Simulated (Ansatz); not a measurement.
Relaxed bulk WSe2:

```yaml
crystal:
  lattice:
    - [3.32008, 0.00000, 0.00000]
    - [-1.66004, 2.87528, 0.00000]
    - [0.00000, 0.00000, 16.65424]
  atoms:
    - { symbol: W, position: [0.00000, 0.00000, 0.00000] }
    - { symbol: Se, position: [0.33333, 0.66667, 0.10078] }
    - { symbol: Se, position: [0.33333, 0.66667, 0.89922] }
```

Miller indices refer to the conventional cell of P-6m2 (No. 187), a = 3.320 Å, b = 3.320 Å, c = 16.654 Å, α = 90.00°, β = 90.00°, γ = 120.00°. The bulk's gap is 1.55 eV.

The (001) slab of 6 planes, 20.0 Å thick with 15 Å of vacuum as cut; outer planes Se (top) and Se (bottom).

These are results of DFT PBE, scalar-relativistic, plane waves, PAW in Ansatz 0.2.0, not measurements. Cutoff 420 eV; k points 9×9×1 on the computed 6-atom cell (Γ-centred); Gaussian smearing, width 0.05 eV; no spin polarisation. A dipole correction removes the field between periodic images along c.

The surface energy is small: either the cut is weakly bound (this functional has no dispersion correction), or the bulk reference is not the lowest structure.

With the atoms at the bulk's places:

| Property | Result |
| --- | --- |
| Surface energy (mean of both faces) | 0.00 J/m² |
| Gap of the slab on the mesh | 1.55 eV |

Q: What changes when all atoms relax within this surface cell and its symmetry?

A: The energy changes by under 0.001 J/m² a face. No atom moved: the forces on the slab as cut lay under the relaxation's threshold already, so smaller changes of the spacings aren't resolved.

```yaml
Surface_energy_mean_of_both_faces: 0.00 J/m²
Gap_of_the_slab_on_the_mesh: 1.55 eV
```

| plane (bottom to top) | atoms | spacing to next, bulk (Å) | relaxed (Å) | change (%) |
| --- | --- | --- | --- | --- |
| 1 | Se | 1.678 | 1.678 | 0.0 |
| 2 | W | 1.678 | 1.678 | 0.0 |
| 3 | Se | 13.298 | 13.298 | 0.0 |
| 4 | Se | 1.678 | 1.678 | 0.0 |
| 5 | W | 1.678 | 1.678 | 0.0 |
| 6 | Se |  |  |  |

Spin-orbit coupling is left out, which matters for the bands of heavy elements. An odd mesh misses points on the zone edge, so a gap read on it can be too wide.

The reference crystal is a form of WSe2, which isn't its usual structure.